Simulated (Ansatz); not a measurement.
## Bi2Te3: how the energy converges with the cutoff

Bi2Te3, P1, a = 10.073 Å, b = 10.003 Å, c = 10.120 Å, α, β, γ = 25.7°, 25.2°, 25.7°. Ansatz: PBEsol, PAW, cutoff varied, Γ-centred 8×8×8 mesh on 5 atoms, Gaussian smearing 0.10 eV; no spin polarisation. Single points at one geometry with displaced atoms, the cutoff alone changed; ΔE is the energy at zero smearing over the run at 600 eV. The runs up to 350 eV lie under the cutoff recommended for these PAW datasets.

```tsv
cutoff (eV)	ΔE (meV/atom)
200	8062.54
250	?
300	70.39
350	3.92
420	1.21
```

**Question.** Assume ΔE falls exponentially with the cutoff, fit y = ln ΔE against x, the cutoff in eV, to the other rows, and predict the missing value.

**Answer.** y = 8.995, 4.254, 1.366, 0.191. Means x = 317.5, y = 3.7015; Σ(Δx)² = 25675, ΣΔxΔy = -1067; the slope is their ratio. y = 16.90 − 0.04157 x, a factor of ten per 55 eV. At 250 eV this gives ΔE = 670.15 meV/atom. The run gave 913.43, a ratio of 0.73. Between neighbouring rows the decay runs from a factor of ten per 40 eV to one per 137 eV, so one exponential is only a rough guide. The fast fall gives way to a slow tail, so a fit to low cutoffs promises convergence too early.

This form isn't the usual stable structure of the compound.

Cost: 6 runs of about 8.6 core-minutes in all, on Intel Xeon Platinum 8488C (Sapphire Rapids) (shared hosts).